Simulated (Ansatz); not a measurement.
## Calculated with Ansatz: CaF2, vacancy hop by nudged elastic band

The input file (Ansatz 0.2.0, plane waves):

```yaml
crystal:
  lattice:
    - [0.0, 5.478762, 5.478762]
    - [5.478762, 0.0, 5.478762]
    - [5.478762, 5.478762, 0.0]
  atoms:
    - { symbol: Ca, position: [-0.00419289, 0.00486829, 0.00128514] }
    - { symbol: F, position: [0.1253755, 0.12666082, 0.12585974] }
    - { symbol: F, position: [0.37297697, 0.37283517, 0.37572017] }
    - { symbol: Ca, position: [0.0064137, 0.00022396, 0.4950852] }
    - { symbol: F, position: [0.13192331, 0.11992029, 0.623244] }
    - { symbol: F, position: [0.37603418, 0.37798772, 0.87104585] }
    - { symbol: Ca, position: [0.00237858, 0.49795261, 0.00017334] }
    - { symbol: F, position: [0.1216508, 0.62868494, 0.12370585] }
    - { symbol: F, position: [0.37586304, 0.87660315, 0.37363191] }
    - { symbol: Ca, position: [-0.00037268, 0.49372935, 0.50368411] }
    - { symbol: F, position: [0.12889339, 0.61814576, 0.62468476] }
    - { symbol: F, position: [0.37308807, 0.87194419, 0.87519413] }
    - { symbol: Ca, position: [0.4960671, 0.0012307, -0.00194014] }
    - { symbol: F, position: [0.63180201, 0.12535455, 0.12221048] }
    - { symbol: F, position: [0.87388384, 0.37622396, 0.37209988] }
    - { symbol: Ca, position: [0.501152, -0.00089797, 0.50034497] }
    - { symbol: F, position: [0.62349864, 0.1244863, 0.62751526] }
    - { symbol: F, position: [0.86980224, 0.37307235, 0.88038895] }
    - { symbol: Ca, position: [0.50892988, 0.49832204, -0.00611928] }
    - { symbol: F, position: [0.63127687, 0.61888124, 0.12865172] }
    - { symbol: F, position: [0.87256011, 0.87554754, 0.37672753] }
    - { symbol: Ca, position: [0.50833538, 0.49834139, 0.49414723] }
    - { symbol: F, position: [0.87718899, 0.87127837, 0.8770388] }
kpoints:
  mp_grid: { grid: [2, 2, 2] }
magnetization:
  spin_polarized: false
scf:
  occupations: { method: fermi_dirac, width: 0.1 }
hamiltonian:
  pseudopotentials: { kind: paw }
  xc: pbe
basis:
  ecutwfc: 420
neb:
  images: 5
  relax_end_points: true
  climbing: true
  f_tol: 0.1
  max_iterations: 40
  order_check: false
  final_atoms:
    - { symbol: Ca, position: [-0.00419289, 0.00486829, 0.00128514] }
    - { symbol: F, position: [0.1253755, 0.12666082, 0.12585974] }
    - { symbol: F, position: [0.37297697, 0.37283517, 0.37572017] }
    - { symbol: Ca, position: [0.0064137, 0.00022396, 0.4950852] }
    - { symbol: F, position: [0.13192331, 0.11992029, 0.623244] }
    - { symbol: F, position: [0.37603418, 0.37798772, 0.87104585] }
    - { symbol: Ca, position: [0.00237858, 0.49795261, 0.00017334] }
    - { symbol: F, position: [0.1216508, 0.62868494, 0.12370585] }
    - { symbol: F, position: [0.37586304, 0.87660315, 0.37363191] }
    - { symbol: Ca, position: [-0.00037268, 0.49372935, 0.50368411] }
    - { symbol: F, position: [0.12889339, 0.61814576, 0.62468476] }
    - { symbol: F, position: [0.37308807, 0.87194419, 0.87519413] }
    - { symbol: Ca, position: [0.4960671, 0.0012307, -0.00194014] }
    - { symbol: F, position: [0.63180201, 0.12535455, 0.12221048] }
    - { symbol: F, position: [0.87388384, 0.37622396, 0.37209988] }
    - { symbol: Ca, position: [0.501152, -0.00089797, 0.50034497] }
    - { symbol: F, position: [0.62349864, 0.1244863, 0.62751526] }
    - { symbol: F, position: [0.62641981, 0.62308639, 0.62586508] }
    - { symbol: Ca, position: [0.50892988, 0.49832204, -0.00611928] }
    - { symbol: F, position: [0.63127687, 0.61888124, 0.12865172] }
    - { symbol: F, position: [0.87256011, 0.87554754, 0.37672753] }
    - { symbol: Ca, position: [0.50833538, 0.49834139, 0.49414723] }
    - { symbol: F, position: [0.87718899, 0.87127837, 0.8770388] }
```

Run with:

```bash
ansatz run input.yaml --threads 4 --pin off --max-ram 8192MiB --backend cpu --events-out ev --progress --plain --runs-dir out
```

Origin of the cell: a database entry, scaled a little.

The cell is 2×2×2 cells of CaF2 with one F taken out; atom 18 (F) hops into the empty site, 2.73 Å away before the end points are relaxed. All atoms were shaken by about 0.02 Å first.

Output (shortened):

```
Warning: neb: disabling space-group detection — the band's intermediate images generally break the endpoint symmetry, so no spatial operation reduces the k-mesh or symmetrises the density, ex […]
Pseudopotentials: kind: paw
Pseudopotential: Ca, paw, valence charge 10, recommended cutoff 420 eV (normal), Ca.paw.azcp
Pseudopotential: F, paw, valence charge 7, recommended cutoff 420 eV (normal), F.paw.azcp
Functional definition: PBE
  exchange = pbe_x(kappa = kappa, mu = beta*pi^2/3)
  correlation = pbe_c(beta = beta)
parallel-image band execution: 2 concurrent image workers
NEB image 0
Crystal: 23 atoms, lattice volume = 328.910 Å³
Basis set: ecut = 420 eV, 6375 PW (Γ), exchange–correlation on 108×108×108 points (8 copies of the dense FFT grid, shifted against one another)
Bands: 116, of which v1, the nominal top of the filled ones, is band 93 counted from 1 (92 counted from 0)
[… 6 lines left out …]
Initial density: superposition of atomic densities (neutral atoms: chi_scale 0, normalization atom), corrected by the library's trained network
Functional: x = pbe(κ = 0.804, μ = 0.219515), c = pbe(β = 0.066725)
SCF iter   1: F=—  HF=-26706.062382 eV  Δρ=4.77e-3  dr2=2.95e-1
SCF iter   2: F=—  HF=-26705.999205 eV  Δρ=7.11e-3  dr2=1.67e-1  defer=109
SCF iter   3: F=—  HF=-26706.002861 eV  Δρ=8.19e-3  dr2=1.72e-1  defer=109
[… 8 lines left out …]
SCF iter  12: F=—  HF=-26705.965541 eV  Δρ=1.69e-5  dr2=8.39e-7  defer=94
SCF iter  13: F=—  HF=-26705.965542 eV  Δρ=8.17e-6  dr2=1.65e-7  defer=94
SCF iter  14: F=-26705.965542 eV  HF=-26705.965542 eV  Δρ=4.18e-6  dr2=3.93e-8
NEB iter   1: max|band force component| = 2.023e0 eV/Å  barrier→ = 1.4262 eV  barrier← = 1.4262 eV  Δτ_max = 0.0916 Å  (103 SCF iters)
NEB iter   2: max|band force component| = 3.556e-1 eV/Å  barrier→ = 1.1074 eV  barrier← = 1.1074 eV  CI = image 3  Δτ_max = 0.0364 Å  (58 SCF iters)
NEB iter   3: max|band force component| = 1.661e-1 eV/Å  barrier→ = 1.0582 eV  barrier← = 1.0582 eV  CI = image 3  Δτ_max = 0.0328 Å  (51 SCF iters)
NEB iter   4: max|band force component| = 5.202e-2 eV/Å  barrier→ = 1.0478 eV  barrier← = 1.0478 eV  CI = image 3  Δτ_max = 0.0000 Å  (46 SCF iters)
--- NEB band (7 images, 4 band iterations, 258 SCF iterations, 57 more in tests of the images' electronic states and relaxations of end points) ---
  forward barrier  = 1.047770 eV
  backward barrier = 1.047756 eV
  lagrangian_above_aufbau_ev (what the smearing adds, to first order; not taken off the barriers): saddle image -0.094287 eV, end points -0.104650 and -0.104593 eV
  climbing image's point = of an order that was not read
  energies are F+E_penalty+E_count in eV, relative to image 0
  image     s (Å)  Δ vs image 0  max|band force component| (eV/Å)
      0    0.0000      0.000000                                 —
      1    0.4676      0.196193                          3.158e-2
      2    0.9349      0.673534                          5.202e-2
  *   3    1.4018      1.047770                          4.433e-2
      4    1.8689      0.670321                          5.140e-2
      5    2.3364      0.192273                          3.223e-2
      6    2.8042      0.000013                                 —
```

The converged band:

```tsv
image	path over all atoms (Å)	ΔF (eV)	F x	y	z (Å)
0	0.00	0.000	6.84	9.56	6.85
1	0.47	0.196	6.84	9.14	6.85
2	0.93	0.674	6.84	8.67	6.85
3	1.40	1.048	6.84	8.22	6.85
4	1.87	0.670	6.84	7.77	6.85
5	2.34	0.192	6.84	7.30	6.85
6	2.80	0.000	6.84	6.88	6.85
```

Highest image (3), forces in eV/Å:

```xyz
23
Lattice="0.000 5.479 5.479 5.479 0.000 5.479 5.479 5.479 0.000" Properties=species:S:1:pos:R:3:forces:R:3 pbc="T T T" image=3
Ca   -0.023   -0.018   -0.012   -0.006   -0.041   -0.006
F     1.361    1.329    1.372    0.000    0.012    0.000
F     4.100    4.168    4.111    0.001   -0.043    0.000
Ca    2.733    2.744    0.000    0.022    0.000   -0.022
F     4.119    4.119    1.383    0.003    0.006   -0.015
F     6.852    6.850    4.128   -0.016   -0.007    0.004
Ca    2.745   -0.018    2.756    0.006   -0.041    0.006
F     4.101    1.320    4.111    0.000    0.044    0.000
F     6.840    4.155    6.851    0.000   -0.009    0.000
Ca    5.359    2.744    2.853   -0.011    0.000    0.011
F     6.828    4.119    4.093    0.016    0.006   -0.003
F     9.562    6.850    6.839   -0.004   -0.007    0.015
Ca   -0.011    2.744    2.744   -0.022    0.000    0.022
F     1.372    4.119    4.129   -0.014    0.006    0.003
F     4.117    6.850    6.862    0.004   -0.007   -0.015
Ca    2.745    5.507    2.756    0.007    0.041    0.007
F     4.101    6.874    4.111   -0.001   -0.018    0.000
F     6.839    8.220    6.850   -0.001    0.000    0.001
Ca    2.842    2.744    5.370    0.011    0.001   -0.012
F     4.083    4.119    6.839   -0.004    0.006    0.015
F     6.829    6.850    9.573    0.014   -0.007   -0.004
Ca    5.456    5.507    5.467   -0.006    0.041   -0.007
F     9.579    9.571    9.590    0.001    0.019    0.000
```

Barrier of this path: 1.05 eV forwards, 1.05 eV backwards, after 4 band iterations.

Caveats: no moments, though an odd count or open d shells may carry them; the k mesh is coarse if the cell is a metal; a small cell with a neutral vacancy and no spin, whose shape can make like sites unlike; the cell is held at a rescaled volume, and strain moves barriers; the hop was drawn among near neighbours and need not be the easiest path; few images and a loose tolerance, and neither the top nor the ends were tested for their order.

The run took 2.7 min on 4 threads of Intel(R) Xeon(R) Platinum 8259CL CPU @ 2.50GHz (Skylake/Cascade Lake), with other jobs on the host, peak memory 1.8 GiB, from the program's own first density.
